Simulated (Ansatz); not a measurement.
AlSb, pressure series

Start from AlSb in the zinc blende structure (space group F-43m, No. 216; a = 6.177 Å).

Cell and atoms are relaxed at each pressure.

The values are results of Ansatz (a first-principles code), r2SCAN, PAW, cutoff 500 eV, no spin-orbit coupling, earlier PAW set, not measurements.

| change | band gap | smallest direct gap | lattice parameter a | gap character |
|---|---|---|---|---|
| base | 1.51 eV | 2.03 eV | 6.177 Å | indirect, Γ → Γ–X (85 % along) |
| pressure −2 GPa | 1.55 eV | 1.70 eV | 6.260 Å | indirect, Γ → Γ–X (85 % along) |
| pressure −1 GPa | 1.53 eV | 1.87 eV | 6.217 Å | indirect, Γ → Γ–X (85 % along) |
| pressure 0.9 GPa | 1.49 eV | 2.16 eV | 6.146 Å | indirect, Γ → Γ–X (85 % along) |
| pressure 2.1 GPa | 1.46 eV | 2.33 eV | 6.106 Å | – |
| pressure 4.5 GPa | 1.40 eV | 2.63 eV | 6.036 Å | – |
| pressure 9 GPa | 1.30 eV | 3.12 eV | 5.928 Å | indirect, Γ → X |
| pressure 15 GPa | 1.17 eV | 3.42 eV | 5.813 Å | indirect, Γ → X |
| pressure 22.5 GPa | 1.02 eV | 3.56 eV | 5.699 Å | indirect, Γ → X |
| pressure 30 GPa | 0.89 eV | 3.60 eV | 5.605 Å | indirect, Γ → X |

With Sb present, leaving out spin-orbit coupling can change the band edges. Load acts through the strain it causes; cell and atoms are relaxed under it. No phonon test of stability was made. Measured, AlSb leaves this structure (for a Cmcm phase) near 8.1 GPa (temperature not stated; as listed in Datta, Sujoy, Jana, Debnarayan, arXiv (2020)), on rising pressure, with hysteresis.
